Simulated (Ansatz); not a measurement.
# BaO: the cost of one run

Program: Ansatz 0.2.0. Level of theory: DFT PBE, scalar-relativistic, plane waves, PAW. These are calculated values, not measurements.

1 further run of the same task is left out (set aside as unsound or not needed).

## 1. The system as given

The structure is cubic, space group Fm-3m (No. 225). Conventional cell: a = 5.573 Å, b = 5.573 Å, c = 5.573 Å, α = 90.00°, β = 90.00°, γ = 90.00°. Ba (site symmetry m-3m) is surrounded by 6 O at 2.79 Å. O (site symmetry m-3m) has 6 Ba at 2.79 Å as nearest neighbours.

Structure file:

```
Ba O
1.0
     0.00000    2.78666    2.78666
     2.78666    0.00000    2.78666
     2.78666    2.78666    0.00000
Ba O
1 1
Direct
  0.00000 0.00000 0.00000
  0.50000 0.50000 0.50000
```

This cell was relaxed beforehand with the same method: volume 21.64 Å³/atom, gap on the mesh 2.10 eV.

## 2. Electronic structure at the relaxed geometry

The input, input.yaml:

```yaml
crystal:
  lattice:
    - [0.0, 2.7866632389, 2.7866632389]
    - [2.7866632389, 0.0, 2.7866632389]
    - [2.7866632389, 2.7866632389, 0.0]
  atoms:
    - { symbol: Ba, position: [0.0, 0.0, 0.0] }
    - { symbol: O, position: [0.5, 0.5, 0.5] }
basis:
  ecutwfc: 420
kpoints:
  mp_grid: { grid: [8, 8, 8] }
  band_path:
    path:
      - [[0.0, 0.0, 0.0], [0.5, 0.0, 0.5], [0.625, 0.25, 0.625]]
      - [[0.375, 0.375, 0.75], [0.0, 0.0, 0.0], [0.5, 0.5, 0.5], [0.5, 0.25, 0.75], [0.5, 0.0, 0.5]]
    npoints: 14
hamiltonian:
  xc: pbe
scf:
  occupations: { method: gaussian, width: 0.02 }
  n_extra_bands: 6
output:
  forces: true
  stress: true
  eigenvalues: true
  populations: true
  dos: { projected: true, de: 0.02, nscf_kmesh: { grid: [12, 12, 12] } }
  bader: true
  write_density: true
  write_potential: true
  elf: true
  volumetric_format: npy
```

Launch:

```console
$ ansatz run input.yaml --threads 1 --pin off --max-ram 2560MiB --backend cpu --events-out ev --progress --plain --runs-dir out
```

What time and memory should one allow on 1 thread of Intel Xeon Platinum 8559C (Emerald Rapids), shared host?

About 8.7 s, with a peak of 0.45 GiB.
